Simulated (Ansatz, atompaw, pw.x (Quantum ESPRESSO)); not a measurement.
## pw.x on sc P: one setting changed

Potential: PAW, atompaw 4.2.0.5, PBE; core [Ne], reference 3s2 3p3; waves: 3s (bound): rc 1.80 bohr; 3s channel at -0.25 Ry: rc 2.15 bohr; 3p (bound): rc 1.70 bohr; 3p channel at 0.05 Ry: rc 1.70 bohr; 3d channel at 0.05 Ry: rc 2.15 bohr; 3d channel at 1 Ry: rc 2.15 bohr; local part: vpsmatchnc scheme with l = 3 at -0.5 Ry, radius 1.65 bohr; core correction: smooth core density matched at 1.60 bohr; augmentation: sinc compensation charge, radius 2.00 bohr; PAW radius 2.15 bohr; waves and projectors: custom polynom vanderbiltortho.

The reference run (k-mesh 13³, cutoffs 40/400 Ry, Fermi–Dirac 0.01 Ry, mixing_beta 0.4, conv_thr 1e-9, no spin) gives 0.28 GPa at 14.621 Å³/atom, where all-electron LAPW gives 0.27 GPa. This run, with its own iteration cap, changes degauss to 0.005.

```
&control
  calculation='scf', prefix='x', pseudo_dir='./', outdir='./tmp', tstress=.true., disk_io='none'
/
&system
  ibrav=0, nat=1, ntyp=1, ecutwfc=40, ecutrho=400, nbnd=9,
  occupations='smearing', smearing='fd', degauss=0.005
/
&electrons
  conv_thr=1e-09, mixing_beta=0.4, electron_maxstep=60
/
ATOMIC_SPECIES
P 1.0 P.UPF
CELL_PARAMETERS angstrom
  2.44526365 0.00000000 0.00000000
  0.00000000 2.44526365 0.00000000
  0.00000000 0.00000000 2.44526365
ATOMIC_POSITIONS crystal
P 0.0000 0.0000 0.0000
K_POINTS automatic
13 13 13 0 0 0
```

```bash
pw.x < P.scf.in > P.scf.out
```

Task: How does the run end?

Result: It converges in 12 iterations; the free energy moves by +6.3 meV/atom and the pressure by -0.13 GPa. In a metal, with Fermi–Dirac smearing, F lies below its zero-width value by a term in the square of the width.

```
Message from routine setup:
     using ibrav=0 with symmetry is DISCOURAGED, use correct ibrav instead
     lattice parameter (alat)  =       4.6209  a.u.
     unit-cell volume          =      98.6674 (a.u.)^3
     number of electrons       =         5.00
     number of Kohn-Sham states=            9
     kinetic-energy cutoff     =      40.0000  Ry
     charge density cutoff     =     400.0000  Ry
     scf convergence threshold =      1.0E-09
     Exchange-correlation= SLA PW PBX PBC
     number of k points=    84  Fermi-Dirac smearing, width (Ry)=  0.0050
     iteration #  1     ecut=    40.00 Ry     beta= 0.40
     total energy              =     -55.52824593 Ry
     estimated scf accuracy    <       0.00522938 Ry
     iteration #  2     ecut=    40.00 Ry     beta= 0.40
     total energy              =     -55.52845378 Ry
     estimated scf accuracy    <       0.00190533 Ry
     iteration #  3     ecut=    40.00 Ry     beta= 0.40
     total energy              =     -55.52855659 Ry
     estimated scf accuracy    <       0.00000074 Ry
     iteration #  4     ecut=    40.00 Ry     beta= 0.40
     total energy              =     -55.52861076 Ry
     estimated scf accuracy    <       0.00000134 Ry
     iteration #  5     ecut=    40.00 Ry     beta= 0.40
     total energy              =     -55.52861506 Ry
     estimated scf accuracy    <       0.00000120 Ry
     iteration #  6     ecut=    40.00 Ry     beta= 0.40
     total energy              =     -55.52861698 Ry
     estimated scf accuracy    <       0.00000029 Ry
     iteration #  7     ecut=    40.00 Ry     beta= 0.40
     total energy              =     -55.52861702 Ry
     estimated scf accuracy    <       0.00000025 Ry
     iteration #  8     ecut=    40.00 Ry     beta= 0.40
     total energy              =     -55.52861709 Ry
     estimated scf accuracy    <       0.00000012 Ry
     iteration #  9     ecut=    40.00 Ry     beta= 0.40
     total energy              =     -55.52861711 Ry
     estimated scf accuracy    <          2.0E-09 Ry
     iteration # 10     ecut=    40.00 Ry     beta= 0.40
     total energy              =     -55.52861711 Ry
     estimated scf accuracy    <          1.3E-09 Ry
     iteration # 11     ecut=    40.00 Ry     beta= 0.40
     total energy              =     -55.52861711 Ry
     estimated scf accuracy    <          1.0E-09 Ry
     iteration # 12     ecut=    40.00 Ry     beta= 0.40
     the Fermi energy is    11.0514 ev
!    total energy              =     -55.52861711 Ry
     estimated scf accuracy    <          3.0E-10 Ry
     smearing contrib. (-TS)   =      -0.00030225 Ry
     convergence has been achieved in  12 iterations
          total   stress  (Ry/bohr**3)                   (kbar)     P=        1.45
     Message from routine punch:
     Nothing written, as per user request (disk_io='none')
```

The run took about 11 s on one core of a shared host (Intel(R) Xeon(R) Platinum 8375C CPU @ 2.90GHz, 128 threads, 992 GiB, load 66).
